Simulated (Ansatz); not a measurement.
**Pd (diamond): energy against volume**

Level of theory: DFT, revPBE, plane waves (420 eV) with PAW, scalar-relativistic in Ansatz 0.2.0. (PAW data from PBE, frozen cores regenerated.)

The cell is scaled uniformly from the relaxed one, with fractional coordinates and shape fixed. Energies are extrapolated to zero smearing, pressures are those at the given smearing. Magnetic state: ferromagnetic.

A Birch-Murnaghan fit gives V₀ = 25.27 Å³/atom, B₀ = 58 GPa, B₀′ = 5.5.

(1) What are the energy above the minimum and the pressure at 23.254 Å³/atom?

(2) What are the energy above the minimum and the pressure at 24.265 Å³/atom?

(3) What are the energy above the minimum and the pressure at 27.298 Å³/atom?

Results:

(1) 35.1 meV/atom and 6.17 GPa as computed.

(2) 7.8 meV/atom and 2.74 GPa as computed.

(3) 25.4 meV/atom and -3.58 GPa as computed.
